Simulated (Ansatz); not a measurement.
```yaml
crystal:
  lattice:
    - [0.00000, 2.41000, 2.41000]
    - [2.41000, 0.00000, 2.41000]
    - [2.41000, 2.41000, 0.00000]
  atoms:
    - { symbol: Be, position: [0.00000, 0.00000, 0.00000] }
    - { symbol: S, position: [0.25000, 0.25000, 0.25000] }
```

```
orbitals        : r²SCAN
datasets        : hard PAW set made for 700 eV, made with PBE
k mesh          : 4×4×4
empty bands     : 180
response cutoff : 200 eV
wave cutoff     : 700 eV
frequencies     : contour deformation
q → 0 term      : analytic weight of Carrier, Rohra and Görling
band sums       : cut at the band count
```

Program: Ansatz. The Kohn-Sham gap (from Γ to k = (0, -0.5, -0.5)) is 3.51 eV and the electronic dielectric constant on this mesh 5.2.

Problem. What G0W0 gap follows between the same band edges?

Solution. 4.61 eV, a change of +1.11 eV. The valence edge moves by -0.91 eV (Z = 0.80) and the conduction edge by +0.20 eV (Z = 0.83).

The cell is a model at fixed atoms and needn't be the relaxed known crystal. Points k are given in fractions of the reciprocal vectors. The mesh is coarse, so these are values at the stated settings, not converged ones. Band sums or response are cut, so the gap isn't at its basis limit. The gap is read on the mesh, and the crystal's band edges can lie off it. With r²SCAN or HSE06 the Kohn-Sham levels are generalised ones. Meshes this coarse can overestimate the dielectric constant by a tenth and more.
